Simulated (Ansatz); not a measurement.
# N: response to strain

N is deformed so: equal xy, yz and zx engineering shear strains of -1 %. What stress and forces result, by LAPW, PAW and all-electron datasets made for the crystal?

Program: Ansatz 0.2.0. Level of theory: DFT PBEsol, scalar-relativistic. These are calculated values, not measurements.

**1. The system as given**

Symmetry: P2_13, No. 198, cubic system. The conventional cell has a = 5.649 Å, b = 5.649 Å, c = 5.649 Å, α = 90.00°, β = 90.00°, γ = 90.00°. N (site symmetry 3) has 12 N at 3.78 to 4.25 Å as nearest neighbours.

Structure file:

```
CELL_PARAMETERS angstrom
5.64900 0.00000 0.00000
0.00000 5.64900 0.00000
0.00000 0.00000 5.64900
ATOMIC_POSITIONS crystal
N 0.03000 0.03000 0.03000
N 0.47000 0.97000 0.53000
N 0.53000 0.47000 0.97000
N 0.97000 0.53000 0.47000
```

Atoms are numbered in the order of the input: N1, N2, N3, N4.

**2. After the deformation**

Space group P2_13 before, R3 after.

**3. LAPW, all electrons**

Contents of input.yaml:

```yaml
crystal:
  lattice:
    - [5.649, -0.028245, -0.028245]
    - [-0.028245, 5.649, -0.028245]
    - [-0.028245, -0.028245, 5.649]
  atoms:
    - { symbol: "N", position: [0.03, 0.03, 0.03] }
    - { symbol: "N", position: [0.47, 0.97, 0.53] }
    - { symbol: "N", position: [0.53, 0.47, 0.97] }
    - { symbol: "N", position: [0.97, 0.53, 0.47] }
kpoints:
  mp_grid: { grid: [4, 4, 4] }
  band_path:
    path:
      - [0.0, 0.0, 0.0]
      - [0.5, 0.0, 0.0]
      - [0.5, -0.5, 0.5]
      - [0.4901240068, -0.5098759932, 0.4901240068]
      - [0.4901240068, 0.4901240068, 0.4901240068]
      - [0.0, 0.0, 0.0]
      - [0.5, -0.5, 0.0]
    npoints: 5
scf:
  occupations: { method: fermi_dirac, width: 0.02 }
hamiltonian:
  xc: pbesol
  pseudopotentials: { kind: all_electron, lapw: { basis_error: 0.001 } }
output:
  forces: true
  stress: true
  eigenvalues: true
```

The run is started by

```console
> ansatz run input.yaml --threads 1 --pin off --max-ram 4096MiB --backend cpu --events-out ev --progress --plain --runs-dir out
```

**4. Frozen-core PAW**

Contents of input.yaml:

```yaml
crystal:
  lattice:
    - [5.649, -0.028245, -0.028245]
    - [-0.028245, 5.649, -0.028245]
    - [-0.028245, -0.028245, 5.649]
  atoms:
    - { symbol: "N", position: [0.03, 0.03, 0.03] }
    - { symbol: "N", position: [0.47, 0.97, 0.53] }
    - { symbol: "N", position: [0.53, 0.47, 0.97] }
    - { symbol: "N", position: [0.97, 0.53, 0.47] }
kpoints:
  mp_grid: { grid: [4, 4, 4] }
scf:
  occupations: { method: fermi_dirac, width: 0.02 }
hamiltonian:
  xc: pbesol
  pseudopotentials: { kind: paw }
output:
  forces: true
  stress: true
  eigenvalues: true
  efg: { contact_densities: true }
```

**5. Datasets made for this crystal**

input.yaml: that of step 4 with these lines changed.

```diff
@@ -16,3 +16,3 @@
   xc: pbesol
-  pseudopotentials: { kind: paw }
+  pseudopotentials: { kind: all_electron, datasets: crystal }
 output:
```

(Steps that only read results are left out.)

Q: Predict the outcome of this session. Wanted: pressure; largest shear or deviatoric stress.

The runs gave:

| quantity | value |
| --- | --- |
| pressure | LAPW -4.10, PAW -4.12, crystal datasets -4.10 GPa |
| largest shear or deviatoric stress (LAPW) | 0.09 GPa |

The largest part of the stress beyond the pressure is 0.09 GPa in size; the atoms are carried along and not relaxed. No run of the undeformed cell stands beside it, so the pressure holds what the given cell had before the change. PAW: stress within 0.02 GPa of LAPW, forces within 1 meV/Å. Crystal datasets: stress within 0.01 GPa of LAPW, forces within 1 meV/Å.
